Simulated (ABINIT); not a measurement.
A run of ABINIT 10.8.3 (patched build):

Contents of run.abi:

```
# Pseudopotentials
pp_dirpath "./"
pseudos "Zr.upf, S.upf"

# Structure
acell 7.0152503259 7.0152503259 7.0152503259
rprim
     0.0000000000     0.7071067812     0.7071067812
     0.7071067812     0.0000000000     0.7071067812
     0.7071067812     0.7071067812     0.0000000000
ntypat 2
znucl 40 16
natom 2
typat 1 2
xred
     0.0000000000     0.0000000000     0.0000000000
     0.5000000000     0.5000000000     0.5000000000

# Plane-wave basis
ecut 29.0

# k points
kptopt 1
ngkpt 7 7 7
nshiftk 1
shiftk 0.0 0.0 0.0

# Exchange and correlation
ixc -116133

# Bands and occupations
nband 13
occopt 3
tsmear 0.05 eV

# SCF cycle
nstep 100
tolvrs 1.0e-10

# Output
iomode 3
prtwf 0
prtden 0
prteig 0
prtebands 0
enunit 1
```

Potentials or basis: PseudoDojo NC SR PBEsol v0.4.1 standard.

Run with:

```sh
$ abinit run.abi > log 2>&1
```

Hardware: 1 thread of Arm Neoverse V2, on a shared host.

Estimate the wall time of this run.

Run time: 13 s on 1 thread of Arm Neoverse V2 (shared host), peak memory 0.07 GiB. Counts: scf iterations 9, mpi ranks 1, k points 20, bands 13, plane waves 1841.
